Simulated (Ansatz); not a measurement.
# GaAgS$_{2}$: levels and charges under dearer methods

A database entry relaxed whole under r2SCAN at zero pressure (I-42d, No. 122):

```xyz
8
Lattice="-2.8785 2.8785 5.1965 2.8785 -2.8785 5.1965 2.8785 2.8785 -5.1965" Properties=species:S:1:pos:R:3 pbc="T T T"
Ga    0.0000    0.0000    5.1965
Ga    2.8785    0.0000    2.5982
Ag    0.0000    0.0000    0.0000
Ag    0.0000    2.8785    2.5982
S     1.6656    1.4392    1.2991
S     1.4392    4.0913   -1.2991
S     1.2129    1.4392    6.4956
S     1.4392   -1.2129    3.8974
```

Its volume is 21.53 Å³ an atom, +1.1 % against the entry's 21.30, a cell as deposited in COD (1973).

Single points on this cell with plane-wave PAW DFT (Ansatz 0.2.0; r2SCAN 500 eV, hybrids 420 eV; fermi-dirac occupations of width 0.020 eV; no moments): r2SCAN on a 8×8×8 Γ-centred mesh; HSE06 on a 4×4×4 Γ-centred mesh; PBE0 on a 4×4×4 Γ-centred mesh.

Question: How do gap, pressure and charges move from level to level?

Answer: The runs give:

| level | gap (eV), or kind | pressure (GPa) | Bader charge of Ga (e) | Bader charge of Ag (e) | Bader charge of S (e) |
| --- | --- | --- | --- | --- | --- |
| r2SCAN | 1.57 | 0.0 | +1.34 | +0.44 | -0.89 |
| HSE06 | 2.25 | 0.7 | +1.37 | +0.43 | -0.90 |
| PBE0 | 2.91 | 0.5 | +1.37 | +0.43 | -0.90 |

Under r2SCAN the gap is 1.57 eV, over mesh and band path. HSE06 moves it by +0.68 eV and PBE0 by +1.34 eV; PBE0 keeps its exact exchange at long range, which widens the gap over HSE06's by 0.66 eV on their common mesh. The charge on Ga goes from +1.34 to +1.37 e under HSE06.

Caveats: the relaxation kept the start's symmetry; HSE06 is read on its mesh and at the zone's corners, PBE0 on its mesh alone; hybrid pressures are good to a few tenths of a GPa; pressure is positive in compression.
